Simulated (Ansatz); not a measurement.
# Al2Au (P1) in Ansatz: convergence with k mesh

Aim: find how far k mesh must go before the results for Al2Au settle, at PBE. This setting moves, with any that are tied to it; all else stays.

Everything below comes from runs of Ansatz 0.2.0. Logs are shortened: lines on timing, memory, paths and dates and some standing lists are left out, and cuts for length are marked.

### Step 1. The cell of the first run

The typed cell holds 3 atoms: a = 4.243 Å, b = 4.243 Å, c = 4.243 Å, α = 60.00°, β = 60.00°, γ = 60.00°.

The cell isn't the ideal one: atoms moved at random, drawn with an rms of 0.05 Å.

### Step 2. With k mesh 3 × 3 × 3

The input, input.yaml:

```yaml
crystal:
  lattice:
    - [0.0, 3.0, 3.0]
    - [3.0, 0.0, 3.0]
    - [3.0, 3.0, 0.0]
  atoms:
    - { symbol: Au, position: [-0.009348, -0.009152, 0.01134] }
    - { symbol: Al, position: [0.731025, 0.75675, 0.763139] }
    - { symbol: Al, position: [0.241721, 0.25162, 0.259949] }
hamiltonian:
  xc: pbe
  pseudopotentials: { kind: paw }
kpoints:
  mp_grid: { grid: [3, 3, 3] }
scf:
  occupations: { method: cold, width: 0.05 }
output:
  forces: true
  stress: true
  eigenvalues: true
```

Potentials or basis: Ansatz PAW.

The run is started by

```sh
> ansatz run input.yaml --threads 2 --pin off --max-ram 5632MiB --backend cpu --events-out ev --progress --plain --runs-dir out
```

The program printed:

```text
Warning: RAYON_NUM_THREADS=2 ignored (pool sized by the plan → 2); use --threads N
Engine: ansatz 0.2.0, aarch64-unknown-linux-gnu
Pseudopotentials: kind: paw
Pseudopotential: Au, paw, valence charge 19, recommended cutoff 420 eV (normal), Au.paw.azcp
Pseudopotential: Al, paw, valence charge 3, recommended cutoff 420 eV (normal), Al.paw.azcp
Functional definition: PBE
  parameter kappa = 0.804
  parameter beta = 0.06672455060314922
  exchange = pbe_x(kappa = kappa, mu = beta*pi^2/3)
  correlation = pbe_c(beta = beta)
Crystal: 3 atoms, lattice volume = 54.000 Å³
Basis set: ecut = 420 eV, 1067 PW (Γ), exchange–correlation on 60×60×60 points (8 copies of the dense FFT grid, shifted against one another)
Bands: 17, of which v1, the nominal top of the filled ones, is band 13 counted from 1 (12 counted from 0)
Symmetry: 1 space group operations
Space group: P1 (ITA 1), of the structure as read, at distance tolerance 3.8e-5 Å
k-points: 14 of 27 (time reversal used)
Non-local potential: Au, projectors of the file, l = 0: 3, l = 1: 2, l = 2: 2, l = 3: 1
Non-local potential: Al, projectors of the file, l = 0: 2, l = 1: 2, l = 2: 1
PAW form: soft (Blöchl's): semilocal exchange-correlation on the pseudo side does not see the compensation charge
PAW one-centre angular grid: Au, 590 points (default); XC on 64 Gauss nodes
PAW one-centre angular grid: Al, 110 points (default); XC on 64 Gauss nodes
Initial density: superposition of atomic densities (neutral atoms: chi_scale 0, normalization atom), corrected by the library's trained network
Initial wavefunctions: pseudopotential atomic-orbital guess
Functional: x = pbe(κ = 0.804, μ = 0.2195149727645171), c = pbe(β = 0.06672455060314922)
SCF iter   1: F=—  HF=-14225.356921 eV  |F-HF|=—  |Δ(HF+E_count)|=         —  Δρ=4.76e-3  dr2=1.99e-2  ethr=1.77e-3  ⟨swp⟩=5.9  Hψ=1227  notcnv=0
preconditioner: auto → Kerker (q_TF=auto, 2.400 Å⁻¹)  [metal: Δε(μ)=0.020 eV  Ē_g=9.494 eV  σ=0.050 eV  W_gap=0.26  n_scr=14 (ndim 8)  ℏωp=20.8 eV  f_vac=0.006  D(μ)=10.25/eV (n_scr^D=168)]
SCF iter   2: F=—  HF=-14225.353752 eV  |F-HF|=—  |Δ(HF+E_count)|=   3.17e-3  S|Δr|=    0.00e0  Δρ=2.41e-3  dr2=5.85e-3  ethr=7.97e-5  ⟨swp⟩=1.1  Hψ=352  notcnv=0
SCF iter   3: F=—  HF=-14225.352349 eV  |F-HF|=—  |Δ(HF+E_count)|=   1.40e-3  S|Δr|=    0.00e0  Δρ=5.16e-4  dr2=1.94e-4  ethr=2.34e-5  ⟨swp⟩=2.4  Hψ=323  notcnv=0
SCF iter   4: F=—  HF=-14225.352324 eV  |F-HF|=—  |Δ(HF+E_count)|=   2.57e-5  S|Δr|=    0.00e0  Δρ=2.20e-4  dr2=3.24e-5  ethr=7.75e-7  ⟨swp⟩=2.1  Hψ=347  notcnv=0
SCF iter   5: F=—  HF=-14225.352312 eV  |F-HF|=—  |Δ(HF+E_count)|=   1.17e-5  S|Δr|=    0.00e0  Δρ=7.03e-5  dr2=4.82e-6  ethr=1.30e-7  ⟨swp⟩=2.0  Hψ=357  notcnv=0
SCF iter   6: F=—  HF=-14225.352312 eV  |F-HF|=—  |Δ(HF+E_count)|=   3.97e-7  S|Δr|=    0.00e0  Δρ=2.80e-5  dr2=8.22e-7  ethr=1.93e-8  ⟨swp⟩=2.6  Hψ=356  notcnv=0
SCF iter   7: F=—  HF=-14225.352313 eV  |F-HF|=—  |Δ(HF+E_count)|=   4.29e-7  S|Δr|=    0.00e0  Δρ=1.29e-5  dr2=1.86e-7  ethr=3.29e-9  ⟨swp⟩=2.0  Hψ=332  notcnv=0
SCF iter   8: F=-14225.352313 eV  HF=-14225.352313 eV  |F-HF|=1.20e-8  |Δ(HF+E_count)|=   4.49e-8  S|Δr|=    0.00e0  Δρ=5.96e-6  dr2=3.15e-8  ethr=4.00e-10  ⟨swp⟩=5.1  Hψ=943  notcnv=0
SCF 1 converged in 8 iterations: F = -14225.352313 eV  dr2 = 3.15e-8
SCF converged after 8 iterations
Stability not checked: this state was not tested for a lower state beside it, because cold or Methfessel-Paxton smearing, or corrected tetrahedra, fill the levels in a way that the test cannot read (fill_not_monotonic; see scf.lower_state_search)
Free energy (F): -14225.352313 eV
Harris-Foulkes:  -14225.352313 eV  (|F-HF|=1.20e-8)
Internal energy: -14225.345238 eV  (E = F + TS)
E sigma→0 (E₀):  -14225.349955 eV
Entropy (-TS):   -0.007075 eV (-2.358 meV/atom)
Fermi energy:    12.100792 eV
--- Per-component energies (eV) ---
  E_band       = -375.571818
  E_kinetic    = 650.236673
  E_local      = -2962.125718  (includes V_loc(G=0)·N_el)
  E_nonlocal   = 87.452278
  E_hartree    = 1274.406934
  E_xc         = -309.557575
  E_vxc        = -336.121516  (∫ρ·V_xc dr)
  E_paw        = -10637.860091  (= ΣΔE_a)
  E_vpaw       = -363.829462  (= ΣTr[D̂ρ^β])
  E_aug_tail   = 0.001398  (compensation charges beyond the density's cutoff)
  E_ewald      = -2327.899138
  E_smearing   = -0.007075  (= −TS)
  E_closure    = -0.000000  (closes the sum)
  Σ components = -14225.352313   (vs F -14225.352313, Δ=0.00e0)
--- Forces (eV/Å), atoms counted from 1 ---
  atom   1  Au     0.36868591    -0.11401560     0.22869475
  atom   2  Al    -0.03182603    -0.09329171    -0.19291588
  atom   3  Al    -0.33685593     0.20730593    -0.03577846
  max |Σ_I F_I| component: 3.95e-6 eV/Å
--- Stress (GPa, compression-positive) ---
        1.725890      -0.649471      -0.735504
       -0.649471       1.736368       0.859345
       -0.735504       0.859345       1.599883
  P = ⅓ Tr σ = 1.6874 GPa (16.874 kbar)
--- Band table (eV; the first three rows and the last of 14) ---
  k-point 0: bands = ["-96.0521", "-47.4345", "-47.4292", "-47.4114", "0.7306", "4.6200", "4.6254", "4.6258", "5.5661", "5.5675", "13.5238", "14.1928", "14.2227", "14.2283", "15.1763", "15.1889", "15.1958"]
  k-point 1: bands = ["-96.0521", "-47.4349", "-47.4297", "-47.4116", "2.0471", "4.4244", "4.8262", "4.8341", "5.6054", "5.6084", "7.7333", "12.0904", "12.1444", "14.2742", "15.2213", "15.3382", "15.4598"]
  k-point 2: bands = ["-96.0521", "-47.4353", "-47.4293", "-47.4116", "2.0470", "4.4209", "4.8301", "4.8351", "5.6050", "5.6077", "7.7316", "12.0941", "12.1442", "14.2823", "15.2665", "15.3360", "15.4063"]
  k-point 13: bands = ["-96.0521", "-47.4349", "-47.4298", "-47.4121", "3.6384", "4.3359", "4.9255", "5.2344", "5.4467", "5.5726", "7.2282", "7.5890", "10.4188", "13.3235", "16.7371", "16.8433", "18.1179"]
```

It took 0.89 s on 2 threads of Arm Neoverse V2, shared host; peak memory 0.28 GiB.

Results:

```
Free energy            : -14225.3523 eV
Pressure               : 1.7 GPa
Largest force          : 0.449 eV/Å
Band gap on the k mesh : none (metal or under the smearing width)
```

### Step 3. With k mesh 4 × 4 × 4

Edit input.yaml of step 2 so:

```diff
@@ -13,3 +13,3 @@
 kpoints:
-  mp_grid: { grid: [3, 3, 3] }
+  mp_grid: { grid: [4, 4, 4] }
 scf:
```

Potentials or basis: Ansatz PAW.

The run is started by

```sh
> ansatz run input.yaml --threads 2 --pin off --max-ram 5632MiB --backend cpu --events-out ev --progress --plain --runs-dir out
```

It took 1.4 s on 2 threads of Arm Neoverse V2, shared host; peak memory 0.32 GiB.

Results:

| Property | Result |
| --- | --- |
| Free energy | -14225.6047 eV |
| Pressure | 2.7 GPa |
| Largest force | 0.424 eV/Å |
| Band gap on the k mesh | none (metal or under the smearing width) |

### Step 4. With k mesh 5 × 5 × 5

Edit input.yaml of step 3 so:

```diff
@@ -13,3 +13,3 @@
 kpoints:
-  mp_grid: { grid: [4, 4, 4] }
+  mp_grid: { grid: [5, 5, 5] }
 scf:
```

The run is started by

```sh
> ansatz run input.yaml --threads 2 --pin off --max-ram 5632MiB --backend cpu --events-out ev --progress --plain --runs-dir out
```

Wall time 2.5 s (2 threads of Arm Neoverse V2, shared host); peak memory 0.35 GiB.

Results:

```
Free energy            : -14225.6379 eV
Pressure               : 3.4 GPa
Largest force          : 0.406 eV/Å
Band gap on the k mesh : none (metal or under the smearing width)
```

### Step 5. With k mesh 6 × 6 × 6

Edit input.yaml of step 4 so:

```diff
@@ -13,3 +13,3 @@
 kpoints:
-  mp_grid: { grid: [5, 5, 5] }
+  mp_grid: { grid: [6, 6, 6] }
 scf:
```

The run is started by

```sh
> ansatz run input.yaml --threads 2 --pin off --max-ram 5632MiB --backend cpu --events-out ev --progress --plain --runs-dir out
```

It took 4.2 s on 2 threads of Arm Neoverse V2, shared host; peak memory 0.39 GiB.

Results:

```
Free energy            : -14225.6052 eV
Pressure               : 3.5 GPa
Largest force          : 0.407 eV/Å
Band gap on the k mesh : none (metal or under the smearing width)
```

### Step 6. With k mesh 7 × 7 × 7

Edit input.yaml of step 5 so:

```diff
@@ -13,3 +13,3 @@
 kpoints:
-  mp_grid: { grid: [6, 6, 6] }
+  mp_grid: { grid: [7, 7, 7] }
 scf:
```

Potentials or basis: Ansatz PAW.

The run is started by

```sh
> ansatz run input.yaml --threads 2 --pin off --max-ram 5632MiB --backend cpu --events-out ev --progress --plain --runs-dir out
```

It took 6.3 s on 2 threads of Arm Neoverse V2, shared host; peak memory 0.43 GiB.

The run converged. Its results:

| Item | Value |
| --- | --- |
| Free energy | -14225.6005 eV |
| Pressure | 3.5 GPa |
| Largest force | 0.420 eV/Å |
| Band gap on the k mesh | none (metal or under the smearing width) |

### Step 7. With k mesh 9 × 9 × 9

Edit input.yaml of step 6 so:

```diff
@@ -13,3 +13,3 @@
 kpoints:
-  mp_grid: { grid: [7, 7, 7] }
+  mp_grid: { grid: [9, 9, 9] }
 scf:
```

The run is started by

```sh
> ansatz run input.yaml --threads 2 --pin off --max-ram 5632MiB --backend cpu --events-out ev --progress --plain --runs-dir out
```

Wall time 13 s (2 threads of Arm Neoverse V2, shared host); peak memory 0.59 GiB.

Results (log left out):

- Free energy: -14225.6000 eV
- Pressure: 3.5 GPa
- Largest force: 0.412 eV/Å
- Band gap on the k mesh: none (metal or under the smearing width)

### Step 8. With k mesh 11 × 11 × 11

Edit input.yaml of step 7 so:

```diff
@@ -13,3 +13,3 @@
 kpoints:
-  mp_grid: { grid: [9, 9, 9] }
+  mp_grid: { grid: [11, 11, 11] }
 scf:
```

The run is started by

```sh
> ansatz run input.yaml --threads 2 --pin off --max-ram 5632MiB --backend cpu --events-out ev --progress --plain --runs-dir out
```

Wall time 24 s (2 threads of Arm Neoverse V2, shared host); peak memory 0.83 GiB.

The run converged. Its results:

```yaml
Free_energy: -14225.6014 eV
Pressure: 3.6 GPa
Largest_force: 0.409 eV/Å
Band_gap_on_the_k_mesh: none (metal or under the smearing width)
```

### Step 9. With k mesh 13 × 13 × 13

Edit input.yaml of step 8 so:

```diff
@@ -13,3 +13,3 @@
 kpoints:
-  mp_grid: { grid: [11, 11, 11] }
+  mp_grid: { grid: [13, 13, 13] }
 scf:
```

Potentials or basis: Ansatz PAW.

The run is started by

```sh
> ansatz run input.yaml --threads 2 --pin off --max-ram 5632MiB --backend cpu --events-out ev --progress --plain --runs-dir out
```

Wall time 40 s (2 threads of Arm Neoverse V2, shared host); peak memory 1.2 GiB.

Results (log left out):

```
Free energy            : -14225.6078 eV
Pressure               : 3.5 GPa
Largest force          : 0.411 eV/Å
Band gap on the k mesh : none (metal or under the smearing width)
```

### Step 10. Summary

```
      k mesh  energy less the tightest run, at zero smearing (meV/atom)  pressure (GPa)  largest force (eV/Å)  SCF cycles  CPU time (s)  peak memory (GiB)
   3 × 3 × 3                                                      85.96            1.69                 0.449           8           1.6               0.28
   4 × 4 × 4                                                       1.26            2.71                 0.424           5           2.5               0.32
   5 × 5 × 5                                                      -9.95            3.41                 0.406           6           4.9               0.35
   6 × 6 × 6                                                       0.96            3.54                 0.407           6           8.1               0.39
   7 × 7 × 7                                                       2.48            3.53                 0.420           6            12               0.43
   9 × 9 × 9                                                       2.58            3.50                 0.412           6            26               0.59
11 × 11 × 11                                                       2.20            3.55                 0.409           6            48               0.83
13 × 13 × 13                                                       0.00            3.51                 0.411           6            80                1.2
```

Against the tightest run, the pressure stays within 0.1 GPa from 5 × 5 × 5 on; the largest force stays within 0.005 eV/Å from 9 × 9 × 9 on. Not settled before the last step: the energy (to 1 meV/atom). Meshes of other sizes hit other points, so gaps and Fermi surfaces needn't settle smoothly. The tightest run that finished is the yardstick and may itself not be fully converged.
